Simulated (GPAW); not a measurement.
# Ag (Fm-3m) in GPAW: a series of runs

One crystal, Ag, is run at these levels: TPSS, r2SCAN, revTPSS, C09-vdW, RPBE+D3(BJ); tasks: band structure, equation of state.

All numbers are computed with GPAW 26.7.0; they aren't measurements. Logs are shortened: lines on timing, memory, paths and dates and some standing lists are left out, and cuts for length are marked. The log counts tension as positive stress, the text compression.

## Step 1: Starting point

The structure is cubic, space group Fm-3m (No. 225). The conventional cell has a = 4.085 Å, b = 4.085 Å, c = 4.085 Å, α = 90.00°, β = 90.00°, γ = 90.00°. Ag (site symmetry m-3m) is surrounded by 12 Ag at 2.89 Å.

## Step 2: Band structure, TPSS, spin-orbit coupling, no magnetisation

run.py

```python
import numpy as np
from ase.dft.bandgap import bandgap
from ase.io import read, write
from ase.units import GPa
from gpaw import GPAW, PW
from gpaw.spinorbit import soc_eigenstates

atoms = read('Ag.xyz')

calc = GPAW(mode=PW(600),
            xc='MGGA_X_TPSS+MGGA_C_TPSS',
            kpts={'size': (11, 11, 11), 'gamma': True},
            occupations={'name': 'fermi-dirac', 'width': 0.05},
            nbands=18,
            convergence={'density': 1e-05, 'energy': 1e-05},
            eigensolver='davidson',
            maxiter=150,
            txt='gpaw.txt')
atoms.calc = calc
energy = atoms.get_potential_energy()
forces = atoms.get_forces()
stress = atoms.get_stress()
calc.write('gs.gpw')
write('result.traj', atoms)
print(f'Energy: {energy:.6f} eV')
print('Forces (eV/A):')
print(forces.round(4))
print('Stress (GPa):', (stress / GPa).round(3))
print('Fermi level:', round(calc.get_fermi_level(), 4), 'eV')
print(f'Gap: {bandgap(calc)[0]:.4f} eV, direct: {bandgap(calc, direct=True)[0]:.4f} eV')

path = atoms.cell.bandpath('GXWKGLUWLK,UX', npoints=60, eps=1e-4)
bs_calc = calc.fixed_density(kpts=path, symmetry='off', nbands=26,
                             convergence={'bands': 'CBM+6.0', 'eigenstates': 1e-6}, txt='bands.txt')
bs = bs_calc.band_structure()
bs.write('bs.json')
print(f'Gap on the path: {bandgap(bs_calc)[0]:.4f} eV')

soc = soc_eigenstates(bs_calc, theta=90, phi=45, ignore_xc_potential=True)
np.savetxt('soc_bands.dat', soc.eigenvalues(), fmt='%.4f')
mesh = soc_eigenstates('gs.gpw', theta=90, phi=45, ignore_xc_potential=True)
np.savetxt('soc_mesh.dat', mesh.eigenvalues(), fmt='%.4f')
print('Fermi level with spin-orbit coupling:', round(mesh.fermi_level, 4), 'eV')
```

Ag.xyz

```xyz
1
Lattice="0.0000000000 2.0427500000 2.0427500000 2.0427500000 0.0000000000 2.0427500000 2.0427500000 2.0427500000 0.0000000000" Properties=species:S:1:pos:R:3 pbc="T T T"
Ag     0.0000000000      0.0000000000      0.0000000000
```

Potentials or basis: GPAW PAW data sets (gpaw-data 1.2.1), pw.

Launch:

```console
$ OMP_NUM_THREADS=1 python run.py
```

gpaw.txt:

```text
__  _  _
 | _ |_)|_||  |
 |__||  | ||/\| - 26.7.0

Input parameters:
  mode=PW(ecut=600.0),
  convergence={'density': 1e-05, 'energy': 1e-05},
  eigensolver=Davidson(niter=2),
  kpts=MonkhorstPack(size=(11, 11, 11), gamma=True),
  maxiter=150,
  nbands=18,
  occupations=Occupations(name='fermi-dirac', width=0.05),
  xc=XC(name='MGGA_X_TPSS+MGGA_C_TPSS')

Diagonalizing LCAO Hamiltonian
Converting LCAO to pw mode

       Ag

Atoms  # Å, Bohr magnetons
|   | symbol |        x |        y |        z |    initial magnetic moments |
|---|--------|----------|----------|----------|-----------------------------|
| 0 |     Ag | 0.000000 | 0.000000 | 0.000000 | ( 0.0000,  0.0000,  0.0000) |

Unit cell  # Å
| periodic |        x |        y |        z |  lengths |    angles |
|----------|----------|----------|----------|----------|-----------|
|      yes | 0.000000 | 2.042750 | 2.042750 | 2.888885 | 60.000000 |
|      yes | 2.042750 | 0.000000 | 2.042750 | 2.888885 | 60.000000 |
|      yes | 2.042750 | 2.042750 | 0.000000 | 2.888885 | 60.000000 |

Number of symmetries: 48
Symmetry operations  # r_c * U_cc + t_c -> r_c
|    | kind |            matrix            |
|----|------|------------------------------|
|  0 |  σ   |  1, 0, 0,  1, 0,-1,  1,-1, 0 |
|  1 |  C2  |  1, 0, 0,  1,-1, 0,  1, 0,-1 |
|  2 |  E   |  1, 0, 0,  0, 1, 0,  0, 0, 1 |
|  3 |  σ   |  1, 0, 0,  0, 0, 1,  0, 1, 0 |
|  4 |  C4  |  1, 0,-1,  1, 0, 0,  1,-1, 0 |
|  5 |  S6  |  1, 0,-1,  1,-1, 0,  1, 0, 0 |
|  6 |  σ   |  1, 0,-1,  0, 1,-1,  0, 0,-1 |
|  7 |  C3  |  1, 0,-1,  0, 0,-1,  0, 1,-1 |
|  8 |  S6  |  1,-1, 0,  1, 0, 0,  1, 0,-1 |
|  9 |  C4  |  1,-1, 0,  1, 0,-1,  1, 0, 0 |
| 10 |  C3  |  1,-1, 0,  0,-1, 1,  0,-1, 0 |
| 11 |  σ   |  1,-1, 0,  0,-1, 0,  0,-1, 1 |
| 12 |  σ   |  0, 1, 0,  1, 0, 0,  0, 0, 1 |
| 13 |  C4  |  0, 1, 0,  0, 1,-1, -1, 1, 0 |
| 14 |  C3  |  0, 1, 0,  0, 0, 1,  1, 0, 0 |
| 15 |  S6  |  0, 1, 0, -1, 1, 0,  0, 1,-1 |
| 16 |  C2  |  0, 1,-1,  1, 0,-1,  0, 0,-1 |
| 17 |  σ   |  0, 1,-1,  0, 1, 0, -1, 1, 0 |
| 18 |  S4  |  0, 1,-1,  0, 0,-1,  1, 0,-1 |
| 19 |  C4  |  0, 1,-1, -1, 1, 0,  0, 1, 0 |
| 20 |  C3  |  0, 0, 1,  1, 0, 0,  0, 1, 0 |
| 21 |  σ   |  0, 0, 1,  0, 1, 0,  1, 0, 0 |
| 22 |  S6  |  0, 0, 1,  0,-1, 1, -1, 0, 1 |
| 23 |  C4  |  0, 0, 1, -1, 0, 1,  0,-1, 1 |
| 24 |  S4  |  0, 0,-1,  1, 0,-1,  0, 1,-1 |
| 25 |  C3  |  0, 0,-1,  0, 1,-1,  1, 0,-1 |
| 26 |  C2  |  0, 0,-1,  0,-1, 0, -1, 0, 0 |
| 27 |  S6  |  0, 0,-1, -1, 0, 0,  0,-1, 0 |
| 28 |  S4  |  0,-1, 1,  1,-1, 0,  0,-1, 0 |
| 29 |  C4  |  0,-1, 1,  0, 0, 1, -1, 0, 1 |
| 30 |  C2  |  0,-1, 1,  0,-1, 0,  1,-1, 0 |
| 31 |  σ   |  0,-1, 1, -1, 0, 1,  0, 0, 1 |
| 32 |  C3  |  0,-1, 0,  1,-1, 0,  0,-1, 1 |
| 33 |  S6  |  0,-1, 0,  0, 0,-1, -1, 0, 0 |
| 34 |  S4  |  0,-1, 0,  0,-1, 1,  1,-1, 0 |
| 35 |  C2  |  0,-1, 0, -1, 0, 0,  0, 0,-1 |
| 36 |  C2  | -1, 1, 0,  0, 1, 0,  0, 1,-1 |
| 37 |  S6  | -1, 1, 0,  0, 1,-1,  0, 1, 0 |
| 38 |  S4  | -1, 1, 0, -1, 0, 1, -1, 0, 0 |
| 39 |  C3  | -1, 1, 0, -1, 0, 0, -1, 0, 1 |
| 40 |  S6  | -1, 0, 1,  0, 0, 1,  0,-1, 1 |
| 41 |  C2  | -1, 0, 1,  0,-1, 1,  0, 0, 1 |
| 42 |  C3  | -1, 0, 1, -1, 1, 0, -1, 0, 0 |
| 43 |  S4  | -1, 0, 1, -1, 0, 0, -1, 1, 0 |
| 44 |  C2  | -1, 0, 0,  0, 0,-1,  0,-1, 0 |
| 45 |  i   | -1, 0, 0,  0,-1, 0,  0, 0,-1 |
| 46 |  σ   | -1, 0, 0, -1, 1, 0, -1, 0, 1 |
| 47 |  C2  | -1, 0, 0, -1, 0, 1, -1, 1, 0 |

BZ-sampling:
  Number of BZ points: 1331
  Number of IBZ points: 56

  Monkhorst-Pack size: [11, 11, 11]
  Monkhorst-Pack shift: [0, 0, 0]

K-points  # in reciprocal-cell coordinates
|     |                                coordinates |     weight |
|-----|--------------------------------------------|------------|
|   0 | (  0.00000000,   0.00000000,   0.00000000) | 0.00075131 |
|   1 | (  0.09090909,   0.09090909,   0.00000000) | 0.00450789 |
|   2 | (  0.09090909,   0.09090909,   0.09090909) | 0.00601052 |
|   3 | (  0.18181818,   0.09090909,   0.09090909) | 0.00901578 |
|   4 | (  0.18181818,   0.18181818,   0.00000000) | 0.00450789 |
|   5 | (  0.18181818,   0.18181818,   0.09090909) | 0.01803156 |
|   6 | (  0.18181818,   0.18181818,   0.18181818) | 0.00601052 |
|   7 | (  0.27272727,   0.18181818,   0.09090909) | 0.01803156 |
|   8 | (  0.27272727,   0.18181818,   0.18181818) | 0.01803156 |
|   9 | (  0.27272727,   0.27272727,   0.00000000) | 0.00450789 |
| ... |                                            |            |
|  55 | (  0.45454545,   0.45454545,   0.45454545) | 0.00601052 |

Plane wave coefficients: 578
Cutoff: 600.0 eV

Spin-components: 1 (collinear spins)
Bands:           18
Projectors:      6
Spin-degeneracy: 2
Datatype:        complex128

Parallelization:
  kpt:    1
  domain: 1
  band:   1

Density:
  Valence electrons: 17.0
  Components: 1
  Grid points: [18 18 18]
  Charge: 0.0  # |e|

Potential:
  Grid points: [18 18 18]

species:
  Ag:
    name:    Silver
    Z:       47.0
    valence: 17
    core:    30
    charge:  0.0  # [|e|]
    compensation charges:
      type: gauss
      rc: 0.40  # [Å]
      lmax: 2
    cutoffs:
      filter: 2.35  # [Å]
      core: 2.19  # [Å]
    projectors
    | kind |    occ | energy [eV] | rcut [Å] |
    |------|--------|-------------|----------|
    |   5s |  1.000 |      -4.401 |    1.286 |
    |   4p |  6.000 |     -58.577 |    1.328 |
    |   5p |  0.000 |      -0.738 |    1.328 |
    |   4d | 10.000 |      -7.446 |    1.180 |
    |    s |        |      22.811 |    1.286 |
    |    d |        |      19.766 |    1.180 |

    Using partial waves for Ag as LCAO basis

Reference energy: -144597.826354  # eV

eigensolver:
  Davidson
  Converge bands: occupied
  niter=2

density mixing:
  MSR1-Mixer
  Pratt-step length: 0.05
  Maximum mixing coefficient: 0.75
  Old densities: 10
  SVD Regularization: 0.005
  Good broyden scale: 1.0
  Trust region scale: 1.0
  Backstep threshold: 4.0
  History deletion threshold: 6.0
  Fourier metric: weight=20.0, sigma=0.015

occupation numbers:
  Fermi-Dirac:
    width: 0.0500  # eV

poisson solver:
  ecut: 4800.0  # eV

xc functional:
  name: MGGA_X_TPSS+MGGA_C_TPSS with 2 nearest neighbor stencil

convergence criteria:
- Maximum integral of absolute [dens]ity change: 1e-05 electrons / valence electron
- Maximum [total energy] change in last 3 cyles: 1e-05 eV / valence electron
- Maximum integral of absolute [eigenst]ate change: 4e-08 eV^2 / valence electron
maximum number of iterations: 150

SCF iterations
|iter     | |      energy | eigst |  dens |
|---------|-|-------------|-------|-------|
|iter:   1| |  184.766039 | +3.40 |       |
|iter:   2| |   -9.408949 | +0.49 | -1.02 |
|iter:   3| |   -9.677081 | -1.91 | -1.22 |
|iter:   4| |   -9.441670 | -3.57 | -1.23 |
|iter:   5| |   -9.260745 | -3.31 | -1.37 |
|iter:   6| |   -9.338426 | -3.30 | -1.76 |
|iter:   7| |   -9.398264 | -4.28 | -1.66 |
|iter:   8| |   -9.418491 | -4.89 | -1.55 |
|iter:   9| |   -9.406680 | -4.61 | -1.52 |
|iter:  10| |   -9.298471 | -3.93 | -1.54 |
|iter:  11| |   -9.297745 | -3.79 | -1.78 |
|iter:  12| |   -9.250810 | -3.65 | -1.80 |
|iter:  13| |   -9.246608 | -3.98 | -2.31 |
|iter:  14| |   -9.247573 | -5.02 | -2.93 |
|iter:  15| |   -9.248097 | -4.35 | -3.12 |
|iter:  16| |   -9.248102 | -5.99 | -4.23 |
|iter:  17| |   -9.248103c| -6.76 | -4.23 |
|iter:  18| |   -9.248103c| -8.27c| -5.19c|

Converged in 18 steps
Energy contributions relative to reference atoms: (reference = -144597.826354)

Energy contributions:
  Kinetic:          -3.333323
  Coulomb:           1.851089
  Zero:              0.253582
  External:          0.000000
  Xc:               -8.018378
  Entropy:          -0.002146
  Spinorbit:         0.000000
  ----------------------------
  Free energy:      -9.249176
  Extrapolated:     -9.248103

dipole moment: (-12.766778, -12.766778, -12.766778)  # |e|*Ang

Fermi level: 8.427
Eigenvalues  # (at kpt = [0.000, 0.000, 0.000])
| band index |      eig [eV] | occ [0-2] |
|------------|---------------|-----------|
|          0 |       -47.690 |     2.000 |
|          1 |       -47.690 |     2.000 |
|          2 |       -47.690 |     2.000 |
|          3 |         0.394 |     2.000 |
|          4 |         3.396 |     2.000 |
|          5 |         3.396 |     2.000 |
[... 10 lines left out ...]
|         16 |        33.506 |     0.000 |
|         17 |        38.918 |     0.000 |

No gap
No difference between direct/indirect transitions

Forces  # eV/Ang
|        x |       y |       z |
|----------|---------|---------|
| -0.00000 | 0.00000 | 0.00000 |  # Ag   0

Stress tensor  # eV/Ang^3
|        x |         y |         z |
|----------|-----------|-----------|
| 0.002894 |  0.000000 |  0.000000 |
| 0.000000 |  0.002894 | -0.000000 |
| 0.000000 | -0.000000 |  0.002894 |

# Writing to gs.gpw (mode='')
```

Run time: 74 s. Hardware: 1 thread of Intel Xeon Platinum 8488C (Sapphire Rapids), shared host; peak memory 0.32 GiB.

What came out:

- Free energy: -9.2492 eV
- Pressure: -0.5 GPa
- Band gap along the path: none (metal or under the smearing width)

Levels at the corners of the path, in eV from the Fermi level:
| point | band 12 | band 13 | band 14 | band 15 | band 16 | band 17 | band 18 | band 19 | band 20 |
| --- | --- | --- | --- | --- | --- | --- | --- | --- | --- |
| Γ | -5.22 | -4.82 | -4.82 | -3.94 | -3.94 | -3.94 | -3.94 | 15.82 | 15.82 |
| X | -3.29 | -3.09 | -3.09 | -2.76 | -2.76 | 1.34 | 1.34 | 6.59 | 6.59 |
| W | -5.24 | -3.96 | -3.96 | -2.95 | -2.95 | 5.59 | 5.59 | 5.91 | 5.91 |
| K | -4.33 | -3.78 | -3.78 | -3.21 | -3.21 | 4.07 | 4.07 | 5.07 | 5.07 |
| Γ | -5.22 | -4.82 | -4.82 | -3.94 | -3.94 | -3.94 | -3.94 | 15.82 | 15.82 |
| L | -4.89 | -3.28 | -3.28 | -3.06 | -3.06 | -0.71 | -0.71 | 3.48 | 3.48 |
| U | -4.33 | -3.78 | -3.78 | -3.21 | -3.21 | 4.07 | 4.07 | 5.07 | 5.07 |
| W | -5.24 | -3.96 | -3.96 | -2.95 | -2.95 | 5.59 | 5.59 | 5.91 | 5.91 |
| L | -4.89 | -3.28 | -3.28 | -3.06 | -3.06 | -0.71 | -0.71 | 3.48 | 3.48 |
| K | -4.33 | -3.78 | -3.78 | -3.21 | -3.21 | 4.07 | 4.07 | 5.07 | 5.07 |
| U | -4.33 | -3.78 | -3.78 | -3.21 | -3.21 | 4.07 | 4.07 | 5.07 | 5.07 |
| X | -3.29 | -3.09 | -3.09 | -2.76 | -2.76 | 1.34 | 1.34 | 6.59 | 6.59 |

Caveat: spin-orbit coupling was added after a scalar SCF, so levels and gaps hold it while energy, forces, pressure and moments don't; this program's spin-orbit splittings come out too wide for heavy elements; the PAW data sets were made with another functional, which shifts forces and pressure a little.

[end of part 1 of 2]
